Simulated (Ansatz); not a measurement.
# MgO2 (Pa-3) in Ansatz: notebook

One crystal, MgO2, is run at these levels: BLYP, LDA; tasks: band structure.

Program: Ansatz 0.2.0. These are calculated values, not measurements. Logs are shortened: lines on timing, memory, paths and dates and some standing lists are left out, and cuts for length are marked.

### 1 Starting point

It takes space group Pa-3 (No. 205, cubic). Conventional cell: a = 4.829 Å, b = 4.829 Å, c = 4.829 Å, α = 90.00°, β = 90.00°, γ = 90.00°. Mg (site symmetry -3) is surrounded by 6 O at 2.07 Å. Around O (site symmetry 3) lie 1 O at 1.50 Å.

The cell is a database's computed one.

### 2 Band structure, BLYP

Contents of input.yaml:

```yaml
crystal:
  lattice:
    - [4.82861247, 0.0, 0.0]
    - [0.0, 4.82861247, 0.0]
    - [0.0, 0.0, 4.82861247]
  atoms:
    - { symbol: Mg, position: [0.0, 0.0, 0.0] }
    - { symbol: Mg, position: [0.5, 0.0, 0.5] }
    - { symbol: Mg, position: [0.5, 0.5, 0.0] }
    - { symbol: Mg, position: [0.0, 0.5, 0.5] }
    - { symbol: O, position: [0.58942444, 0.91057556, 0.08942444] }
    - { symbol: O, position: [0.91057556, 0.08942444, 0.58942444] }
    - { symbol: O, position: [0.08942444, 0.58942444, 0.91057556] }
    - { symbol: O, position: [0.41057556, 0.41057556, 0.41057556] }
    - { symbol: O, position: [0.58942444, 0.58942444, 0.58942444] }
    - { symbol: O, position: [0.91057556, 0.41057556, 0.08942444] }
    - { symbol: O, position: [0.08942444, 0.91057556, 0.41057556] }
    - { symbol: O, position: [0.41057556, 0.08942444, 0.91057556] }
hamiltonian:
  xc: blyp
  pseudopotentials: { kind: paw }
kpoints:
  mp_grid: { grid: [6, 6, 6] }
  band_path:
    path:
      - [[0.0, 0.0, 0.0], [0.0, 0.5, 0.0], [0.5, 0.5, 0.0], [0.0, 0.0, 0.0], [0.5, 0.5, 0.5], [0.0, 0.5, 0.0]]
      - [[0.5, 0.5, 0.0], [0.5, 0.5, 0.5]]
    npoints: 10
scf:
  occupations: { method: fermi_dirac, width: 0.05 }
  n_extra_bands: 30
output:
  forces: true
  stress: true
  eigenvalues: true
  fatbands: false
  write_density: true
  write_potential: true
  elf: true
  volumetric_format: npy
```

Potentials or basis: Ansatz PAW.

On the command line:

```bash
> ansatz run input.yaml --threads 4 --pin off --max-ram 11264MiB --backend cpu --events-out ev --progress --plain --runs-dir out
```

Log:

```text
Warning: RAYON_NUM_THREADS=4 ignored (pool sized by the plan → 4); use --threads N
scf.n_extra_bands = 30 over 44 filled bands (N_el = 88.0): the run solves 74 bands
Engine: ansatz 0.2.0, aarch64-unknown-linux-gnu
Pseudopotentials: kind: paw
Pseudopotential: Mg, paw, valence charge 10, recommended cutoff 420 eV (normal), Mg.paw.azcp
Pseudopotential: O, paw, valence charge 6, recommended cutoff 420 eV (normal), O.paw.azcp
Functional definition: BLYP
  parameter beta = 0.0042
  parameter a = 0.04918
  parameter b = 0.132
  parameter c = 0.2533
  parameter d = 0.349
  exchange = b88_x(beta = beta)
  correlation = lyp_c(a = a, b = b, c = c, d = d)
Crystal: 12 atoms, lattice volume = 112.582 Å³
Basis set: ecut = 420 eV, 2205 PW (Γ), exchange–correlation on 72×72×72 points (8 copies of the dense FFT grid, shifted against one another)
Bands: 74, of which v1, the nominal top of the filled ones, is band 44 counted from 1 (43 counted from 0)
Symmetry: 24 space group operations
Space group: Pa-3 (ITA 205), of the structure as read, at distance tolerance 4.8e-5 Å
k-points: 24 of 216
Non-local potential: Mg, projectors of the file, l = 0: 3, l = 1: 2, l = 2: 1
Non-local potential: O, projectors of the file, l = 0: 2, l = 1: 2, l = 2: 1
PAW form: soft (Blöchl's): semilocal exchange-correlation on the pseudo side does not see the compensation charge
PAW frozen core: Mg, regenerated for the run's functional, and the local potential with it (the file was generated under x = pbe(κ = 0.804, μ = 0.2195149727645171), c = pbe(β = 0.06672455060314922))
PAW frozen core: O, regenerated for the run's functional, and the local potential with it (the file was generated under x = pbe(κ = 0.804, μ = 0.2195149727645171), c = pbe(β = 0.06672455060314922))
[... 20 lines left out ...]
Fermi energy:    9.291345 eV
--- Per-component energies (eV) ---
  E_band       = -1296.318642
  E_kinetic    = 1716.030982
  E_local      = -8021.509108  (includes V_loc(G=0)·N_el)
  E_nonlocal   = 758.919664
  E_hartree    = 2772.544984
  E_xc         = -702.837492
  E_vxc        = -896.548254  (∫ρ·V_xc dr)
  E_paw        = -2469.475661  (= ΣΔE_a)
  E_vpaw       = -398.313563  (= ΣTr[D̂ρ^β])
  E_aug_tail   = 0.020259  (compensation charges beyond the density's cutoff)
  E_ewald      = -6317.554781
  E_core_change = 0.030996  (= ΣΔE_core)
  E_smearing   = -0.000000  (= −TS)
  E_closure    = -0.000000  (closes the sum)
  Σ components = -12263.830158   (vs F -12263.830158, Δ=0.00e0)
--- Forces (eV/Å), atoms counted from 1 ---
  atom   1  Mg     0.00000000    -0.00000000     0.00000000
  atom   2  Mg     0.00000000    -0.00000000    -0.00000000
  atom   3  Mg     0.00000000    -0.00000000     0.00000000
  atom   4  Mg     0.00000000    -0.00000000    -0.00000000
  atom   5  O      0.18828004    -0.18828004     0.18828004
  atom   6  O     -0.18828004     0.18828004     0.18828004
  atom   7  O      0.18828004     0.18828004    -0.18828004
  atom   8  O     -0.18828004    -0.18828004    -0.18828004
  atom   9  O      0.18828004     0.18828004     0.18828004
  atom  10  O     -0.18828004    -0.18828004     0.18828004
  atom  11  O      0.18828004    -0.18828004    -0.18828004
  atom  12  O     -0.18828004     0.18828004    -0.18828004
  max |Σ_I F_I| component: 5.55e-17 eV/Å
--- Stress (GPa, compression-positive) ---
        8.880292       0.000000       0.000000
        0.000000       8.880292       0.000000
        0.000000       0.000000       8.880292
  P = ⅓ Tr σ = 8.8803 GPa (88.803 kbar)
--- Band table (eV; the first three rows and the last of 24) ---
  k-point 0: bands = ["-65.5123", "-65.5106", "-65.5106", "-65.5106", "-32.4709", "-32.4709", "-32.4709", "-32.4641", "-32.4589", "-32.4589", "-32.4589", "-32.4563", "-32.4563", "-32.4506", "-32.4506", "-32.4506", "-13.6577", "-12.8506", "-12.8506", "-12.8506", "-7.3386", "-7.3386", "-7.3386", "-6.9202", "1.5525", "1.9091", "1.9091", "1.9091", "2.2372", "2.2372", "2.2372", "3.1182", "3.1182", "4.1086", "4.1086", "4.1086", "5.3736", "5.3736", "5.3736", "6.8037", "6.8037", "6.8037", "7.2740", "7.2740", "11.9464", "11.9551", "11.9551", "11.9551", "14.0908", "18.5019", "18.5019", "18.5019", "19.2192", "19.2192", "19.2192", "20.1144", "20.1144", "20.1144", "21.9592", "21.9592", "22.1660", "22.1660", "22.1660", "22.1757", "22.2070", "22.2070", "22.2070", "24.8718", "24.8718", "24.8718", "28.0162", "29.4870", "29.4870", "30.3079"]
  k-point 1: bands = ["-65.5122", "-65.5107", "-65.5106", "-65.5106", "-32.4701", "-32.4701", "-32.4697", "-32.4640", "-32.4597", "-32.4590", "-32.4584", "-32.4570", "-32.4561", "-32.4520", "-32.4511", "-32.4511", "-13.6044", "-12.9050", "-12.8442", "-12.8441", "-7.3389", "-7.3373", "-7.3203", "-6.9591", "1.4116", "1.5402", "1.7599", "1.8457", "2.3865", "2.4002", "2.6898", "2.9817", "3.2002", "3.9221", "3.9656", "4.1129", "5.5241", "5.5945", "5.6261", "6.7802", "6.7942", "6.8775", "7.1865", "7.2665", "11.7302", "11.8499", "11.9152", "11.9241", "14.4940", "18.1761", "18.4305", "18.5758", "18.9859", "19.2091", "19.3350", "20.0844", "20.2356", "20.4482", "21.1527", "21.2118", "21.8629", "22.0411", "22.2249", "22.2262", "22.5300", "22.9013", "23.5927", "24.2980", "25.0524", "25.0753", "28.0393", "28.1169", "29.4518", "29.7212"]
  k-point 2: bands = ["-65.5119", "-65.5110", "-65.5106", "-65.5106", "-32.4680", "-32.4679", "-32.4663", "-32.4641", "-32.4618", "-32.4594", "-32.4586", "-32.4574", "-32.4555", "-32.4554", "-32.4526", "-32.4524", "-13.4581", "-13.0538", "-12.8314", "-12.8313", "-7.3382", "-7.3354", "-7.2640", "-7.0565", "1.1930", "1.2132", "1.6147", "1.7134", "2.5843", "2.6974", "2.7737", "3.1899", "3.3502", "3.6420", "3.6819", "4.0558", "5.9220", "6.0353", "6.0766", "6.7026", "6.7217", "6.9014", "7.0283", "7.2348", "11.4481", "11.6137", "11.8430", "11.8678", "15.3435", "17.3134", "18.2726", "18.4581", "18.9302", "19.5162", "19.7090", "19.9913", "20.1732", "20.5166", "20.6414", "21.0469", "21.4679", "22.2783", "22.3701", "22.6205", "22.9538", "23.0552", "23.1544", "25.2015", "25.7146", "25.7911", "25.9766", "28.2447", "28.3194", "28.5496"]
  k-point 23: bands = ["-65.5110", "-65.5110", "-65.5110", "-65.5110", "-32.4744", "-32.4744", "-32.4744", "-32.4744", "-32.4545", "-32.4545", "-32.4545", "-32.4545", "-32.4521", "-32.4521", "-32.4521", "-32.4521", "-12.9865", "-12.9865", "-12.9865", "-12.9865", "-7.3887", "-7.3887", "-7.3887", "-7.3887", "1.9128", "1.9128", "1.9128", "1.9128", "1.9848", "1.9848", "1.9848", "1.9848", "4.0368", "4.0368", "4.0368", "4.0368", "6.5739", "6.5739", "6.5739", "6.5739", "6.7314", "6.7314", "6.7314", "6.7314", "11.8843", "11.8843", "11.8843", "11.8843", "17.0910", "17.0910", "17.0910", "17.0910", "18.7952", "18.7952", "18.7952", "18.7952", "22.5928", "22.5928", "22.5928", "22.5928", "22.8474", "22.8474", "22.8474", "22.8474", "23.1586", "23.1586", "23.1586", "23.1586", "23.4819", "23.4819", "23.4819", "23.4819", "28.5141", "28.5141"]
```

bands.tsv:

```text
[... 79 lines left out ...]
```

Wall time 7.7 s (4 threads of Arm Neoverse V2, shared host); peak memory 0.68 GiB.

What came out:

```
Free energy             : -12263.8302 eV
Pressure                : 8.9 GPa
Largest force           : 0.326 eV/Å
Band gap on the k mesh  : 4.09 eV, indirect (least direct gap 4.21 eV)
Band gap along the path : 4.08 eV, indirect (least direct gap 4.19 eV)
```

Forces in eV/Å, atoms in the order of the input:
```
Mg   0.000  0.000  0.000
Mg   0.000  0.000  0.000
Mg   0.000  0.000  0.000
Mg   0.000  0.000  0.000
O    0.188 -0.188  0.188
O   -0.188  0.188  0.188
O    0.188  0.188 -0.188
O   -0.188 -0.188 -0.188
O    0.188  0.188  0.188
O   -0.188 -0.188  0.188
O    0.188 -0.188 -0.188
O   -0.188  0.188 -0.188
```

Levels at the corners of the path, in eV from the valence-band top:
```csv
point,band 42,band 43,band 44,band 45,band 46,band 47
Γ,-0.47,0.00,0.00,4.67,4.68,4.68
X,-0.69,-0.12,-0.12,4.15,4.15,4.55
M,-0.47,-0.47,-0.47,4.34,4.34,4.34
Γ,-0.47,0.00,0.00,4.67,4.68,4.68
R,-0.54,-0.54,-0.54,4.61,4.61,4.61
X,-0.69,-0.12,-0.12,4.15,4.15,4.55
M,-0.47,-0.47,-0.47,4.34,4.34,4.34
R,-0.54,-0.54,-0.54,4.61,4.61,4.61
```

Caveat: the pressure holds a Pulay correction of +1.0 GPa for the finite cutoff; the PAW data sets come from PBE, with cores solved anew for the run's functional, which leaves a small shift of forces and pressure. Expect the measured gap to be larger: semilocal functionals such as BLYP lack the derivative discontinuity.

### 3 Band structure, LDA

input.yaml, as its differences from that of step 2:

```diff
@@ -19,3 +19,3 @@
 hamiltonian:
-  xc: blyp
+  xc: lda
   pseudopotentials: { kind: paw }
@@ -35,3 +35,3 @@
   eigenvalues: true
-  fatbands: false
+  fatbands: true
   write_density: true
```

Potentials or basis: Ansatz PAW.

On the command line:

```bash
> ansatz run input.yaml --threads 4 --pin off --max-ram 11264MiB --backend cpu --events-out ev --progress --plain --runs-dir out
```

It took 10 s on 4 threads of Arm Neoverse V2, shared host; peak memory 0.69 GiB.

The run converged. Its results:

```
Free energy             : -12049.6089 eV
Pressure                : -5.8 GPa
Largest force           : 0.570 eV/Å
Band gap on the k mesh  : 3.80 eV, indirect (least direct gap 3.93 eV)
Band gap along the path : 3.78 eV, indirect (least direct gap 3.91 eV)
```

Forces in eV/Å, atoms in the order of the input:
```
Mg   0.000  0.000  0.000
Mg   0.000  0.000  0.000
Mg   0.000  0.000  0.000
Mg   0.000  0.000  0.000
O   -0.329  0.329 -0.329
O    0.329 -0.329 -0.329
O   -0.329 -0.329  0.329
O    0.329  0.329  0.329
O   -0.329 -0.329 -0.329
O    0.329  0.329 -0.329
O   -0.329  0.329  0.329
O    0.329 -0.329  0.329
```

Levels at the corners of the path, in eV from the valence-band top:
| point | band 41 | band 42 | band 43 | band 44 | band 45 | band 46 | band 47 | band 48 |
| --- | --- | --- | --- | --- | --- | --- | --- | --- |
| Γ | -0.51 | -0.51 | 0.00 | 0.00 | 4.41 | 4.44 | 4.44 | 4.44 |
| X | -0.73 | -0.73 | -0.12 | -0.12 | 3.86 | 3.86 | 4.29 | 4.29 |
| M | -0.50 | -0.50 | -0.50 | -0.50 | 4.07 | 4.07 | 4.07 | 4.07 |
| Γ | -0.51 | -0.51 | 0.00 | 0.00 | 4.41 | 4.44 | 4.44 | 4.44 |
| R | -0.57 | -0.57 | -0.57 | -0.57 | 4.36 | 4.36 | 4.36 | 4.36 |
| X | -0.73 | -0.73 | -0.12 | -0.12 | 3.86 | 3.86 | 4.29 | 4.29 |
| M | -0.50 | -0.50 | -0.50 | -0.50 | 4.07 | 4.07 | 4.07 | 4.07 |
| R | -0.57 | -0.57 | -0.57 | -0.57 | 4.36 | 4.36 | 4.36 | 4.36 |

Caveat: the pressure holds a Pulay correction of +1.2 GPa for the finite cutoff; the PAW data sets come from PBE, with cores solved anew for the run's functional, which leaves a small shift of forces and pressure.
